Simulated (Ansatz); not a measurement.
# MgB2 (P6/mmm) in Ansatz: band structure with BLYP

Aim: the band structure of MgB2 with BLYP.

Everything below comes from runs of Ansatz 0.2.0. Logs are shortened: lines on timing, memory, paths and dates and some standing lists are left out, and cuts for length are marked.

### Step 1. The crystal as given

Symmetry: P6/mmm, No. 191, hexagonal system. Conventional cell: a = 3.085 Å, b = 3.085 Å, c = 3.523 Å, α = 90.00°, β = 90.00°, γ = 120.00°. Mg (site symmetry 6/mmm) has 12 B at 2.51 Å as nearest neighbours. Around B (site symmetry -6m2) lie 3 B at 1.78 Å.

### Step 2. Band structure, BLYP

input.yaml reads:

```yaml
crystal:
  lattice:
    - [3.085, 0.0, 0.0]
    - [-1.5425, 2.6716883707, 0.0]
    - [0.0, 0.0, 3.523]
  atoms:
    - { symbol: Mg, position: [0.0, 0.0, 0.0] }
    - { symbol: B, position: [0.6666666667, 0.3333333333, 0.5] }
    - { symbol: B, position: [0.3333333333, 0.6666666667, 0.5] }
hamiltonian:
  xc: blyp
  pseudopotentials: { kind: paw }
kpoints:
  mp_grid: { grid: [10, 10, 8] }
  band_path:
    path:
      - [[0.0, 0.0, 0.0], [0.5, 0.0, 0.0], [0.3333333333, 0.3333333333, 0.0], [0.0, 0.0, 0.0], [0.0, 0.0, 0.5], [0.5, 0.0, 0.5], [0.3333333333, 0.3333333333, 0.5], [0.0, 0.0, 0.5]]
      - [[0.5, 0.0, 0.5], [0.5, 0.0, 0.0]]
      - [[0.3333333333, 0.3333333333, 0.0], [0.3333333333, 0.3333333333, 0.5]]
    npoints: 14
scf:
  occupations: { method: fermi_dirac, width: 0.05 }
  n_extra_bands: 7
output:
  forces: true
  stress: true
  eigenvalues: true
  fatbands: false
```

Potentials or basis: Ansatz PAW.

On the command line:

```sh
$ ansatz run input.yaml --threads 2 --pin off --max-ram 5632MiB --backend cpu --events-out ev --progress --plain --runs-dir out
```

What it wrote:

```text
Warning: RAYON_NUM_THREADS=2 ignored (pool sized by the plan → 2); use --threads N
scf.n_extra_bands = 7 over 8 filled bands (N_el = 16.0): the run solves 15 bands
Engine: ansatz 0.2.0, aarch64-unknown-linux-gnu
Pseudopotentials: kind: paw
Pseudopotential: Mg, paw, valence charge 10, recommended cutoff 420 eV (normal), Mg.paw.azcp
Pseudopotential: B, paw, valence charge 3, recommended cutoff 420 eV (normal), B.paw.azcp
Functional definition: BLYP
  parameter beta = 0.0042
  parameter a = 0.04918
  parameter b = 0.132
  parameter c = 0.2533
  parameter d = 0.349
  exchange = b88_x(beta = beta)
  correlation = lyp_c(a = a, b = b, c = c, d = d)
Crystal: 3 atoms, lattice volume = 29.037 Å³
Basis set: ecut = 420 eV, 563 PW (Γ), exchange–correlation on 48×48×48 points (8 copies of the dense FFT grid, shifted against one another)
Bands: 15, of which v1, the nominal top of the filled ones, is band 8 counted from 1 (7 counted from 0)
Symmetry: 24 space group operations
Space group: P6/mmm (ITA 191), of the structure as read, at distance tolerance 3.1e-5 Å
k-points: 70 of 800
Non-local potential: Mg, projectors of the file, l = 0: 3, l = 1: 2, l = 2: 1
Non-local potential: B, projectors of the file, l = 0: 2, l = 1: 2, l = 2: 1
PAW form: soft (Blöchl's): semilocal exchange-correlation on the pseudo side does not see the compensation charge
PAW frozen core: Mg, regenerated for the run's functional, and the local potential with it (the file was generated under x = pbe(κ = 0.804, μ = 0.2195149727645171), c = pbe(β = 0.06672455060314922))
PAW frozen core: B, regenerated for the run's functional, and the local potential with it (the file was generated under x = pbe(κ = 0.804, μ = 0.2195149727645171), c = pbe(β = 0.06672455060314922))
PAW one-centre angular grid: Mg, 110 points (default); XC on 64 Gauss nodes
PAW one-centre angular grid: B, 110 points (default); XC on 64 Gauss nodes
Initial density: superposition of atomic densities (neutral atoms: chi_scale 0, normalization atom), corrected by the library's trained network
Initial wavefunctions: pseudopotential atomic-orbital guess
Functional: x = b88, c = lyp
SCF iter   1: F=—  HF=-2239.919712 eV  |F-HF|=—  |Δ(HF+E_count)|=         —  Δρ=1.26e-2  dr2=6.96e-2  ethr=1.77e-3  ⟨swp⟩=5.1  Hψ=5422  notcnv=0  defer=38
preconditioner: auto → none  [metal: Δε(μ)=0.057 eV  Ē_g=13.844 eV  σ=0.050 eV  W_gap=0.28  n_scr=8 (ndim 8)  ℏωp=19.5 eV  f_vac=0.000  D(μ)=0.74/eV (n_scr^D=2)  sad-step TF]
SCF iter   2: F=—  HF=-2239.903255 eV  |F-HF|=—  |Δ(HF+E_count)|=   1.65e-2  Δρ=6.73e-3  dr2=2.16e-2  ethr=4.35e-4  ⟨swp⟩=2.0  Hψ=1893  notcnv=0  defer=133
SCF iter   3: F=—  HF=-2239.895966 eV  |F-HF|=—  |Δ(HF+E_count)|=   7.29e-3  Δρ=5.04e-4  dr2=4.10e-5  ethr=1.35e-4  ⟨swp⟩=2.0  Hψ=1470  notcnv=0  defer=141
SCF iter   4: F=—  HF=-2239.895947 eV  |F-HF|=—  |Δ(HF+E_count)|=   1.94e-5  Δρ=7.06e-5  dr2=1.07e-6  ethr=2.56e-7  ⟨swp⟩=2.0  Hψ=1459  notcnv=0  defer=141
iter 5 did not close the SCF: its close was put off for the readings that it lacked (scf_convergence_deferred on its scf_iter line)
SCF iter   5: F=-2239.895946 eV  HF=-2239.895947 eV  |F-HF|=8.29e-9  |Δ(HF+E_count)|=   4.40e-7  Δρ=1.41e-5  dr2=2.96e-8  ethr=6.69e-9  ⟨swp⟩=2.0  Hψ=1456  notcnv=0  defer=141
SCF iter   6: F=-2239.895947 eV  HF=-2239.895947 eV  |F-HF|=1.37e-9  |Δ(HF+E_count)|=   3.35e-9  Δρ=2.42e-6  dr2=9.04e-10  ethr=1.85e-10  ⟨swp⟩=6.2  Hψ=4355  notcnv=0
SCF 1 converged in 6 iterations: F = -2239.895947 eV  dr2 = 9.04e-10
NSCF: frozen V_eff on 129 k-points
SCF converged after 6 iterations
Free energy (F): -2239.895947 eV
Harris-Foulkes:  -2239.895947 eV  (|F-HF|=1.37e-9)
Internal energy: -2239.890011 eV  (E = F + TS)
E sigma→0 (E₀):  -2239.892979 eV
Entropy (-TS):   -0.005935 eV (-1.978 meV/atom)
Fermi energy:    9.723280 eV
--- Per-component energies (eV) ---
  E_band       = -290.924118
  E_kinetic    = 175.330238
  E_local      = -1519.798794  (includes V_loc(G=0)·N_el)
  E_nonlocal   = 115.669419
  E_hartree    = 541.543806
  E_xc         = -91.628771
  E_vxc        = -111.555855  (∫ρ·V_xc dr)
  E_paw        = -456.148628  (= ΣΔE_a)
  E_vpaw       = -33.656601  (= ΣTr[D̂ρ^β])
  E_aug_tail   = -0.000012  (compensation charges beyond the density's cutoff)
  E_ewald      = -1004.861037
  E_core_change = 0.003769  (= ΣΔE_core)
  E_smearing   = -0.005935  (= −TS)
  E_closure    = 0.000000  (closes the sum)
  Σ components = -2239.895947   (vs F -2239.895947, Δ=0.00e0)
--- Forces (eV/Å), atoms counted from 1 ---
  atom   1  Mg     0.00000000    -0.00000000     0.00000000
  atom   2  B      0.00000000     0.00000000     0.00000000
  atom   3  B     -0.00000000    -0.00000000     0.00000000
  max |Σ_I F_I| component: 9.86e-32 eV/Å
--- Stress (GPa, compression-positive) ---
        0.751096       0.000000       0.000000
        0.000000       0.751096       0.000000
        0.000000       0.000000       1.549090
  P = ⅓ Tr σ = 1.0171 GPa (10.171 kbar)
--- Band table (eV; the first three rows and the last of 70) ---
  k-point 0: bands = ["-65.9935", "-32.9304", "-32.9304", "-32.9086", "-2.6070", "6.7986", "9.9796", "9.9796", "11.5270", "16.0755", "16.0755", "17.7844", "19.4967", "22.6150", "25.8769"]
  k-point 1: bands = ["-65.9935", "-32.9304", "-32.9304", "-32.9096", "-2.4740", "5.8630", "10.0287", "10.0287", "12.7752", "16.1203", "16.1203", "17.7593", "19.4911", "22.7491", "24.7890"]
  k-point 2: bands = ["-65.9934", "-32.9302", "-32.9302", "-32.9119", "-2.1019", "4.2768", "10.1518", "10.1518", "15.2867", "16.2342", "16.2342", "17.6992", "19.4787", "23.1214", "23.2565"]
  k-point 69: bands = ["-65.9897", "-32.9585", "-32.9516", "-32.9086", "2.6677", "3.8544", "4.9353", "7.0877", "8.4770", "13.5362", "20.5192", "20.8970", "23.0525", "23.2168", "23.7537"]
```

Run time: 1.5 s. Hardware: 2 threads of Arm Neoverse V2, shared host; peak memory 0.28 GiB.

What came out:

```
Free energy            : -2239.8959 eV
Pressure               : 1.0 GPa
Band gap on the k mesh : none (metal or under the smearing width)
```

Stress tensor (GPa, compression positive):
```
0.75 0.00 0.00
0.00 0.75 0.00
0.00 0.00 1.55
```

Levels at the corners of the path, in eV from the Fermi level:
```tsv
point	band 6	band 7	band 8	band 9	band 10	band 11
Γ	-2.92	0.26	0.26	1.80	6.35	6.35
M	-7.75	-2.21	0.18	3.06	4.05	5.46
K	-7.24	-5.74	1.76	1.76	6.28	6.28
Γ	-2.92	0.26	0.26	1.80	6.35	6.35
A	-7.33	0.62	0.62	6.69	6.69	7.89
L	-6.84	-3.47	-1.93	-1.22	5.82	8.69
H	-6.39	-5.06	-1.92	-1.92	3.60	11.73
A	-7.33	0.62	0.62	6.69	6.69	7.89
L	-6.84	-3.47	-1.93	-1.22	5.82	8.69
M	-7.75	-2.21	0.18	3.06	4.05	5.46
K	-7.24	-5.74	1.76	1.76	6.28	6.28
H	-6.39	-5.06	-1.92	-1.92	3.60	11.73
```

Caveat: the PAW data sets come from PBE, with cores solved anew for the run's functional, which leaves a small shift of forces and pressure.
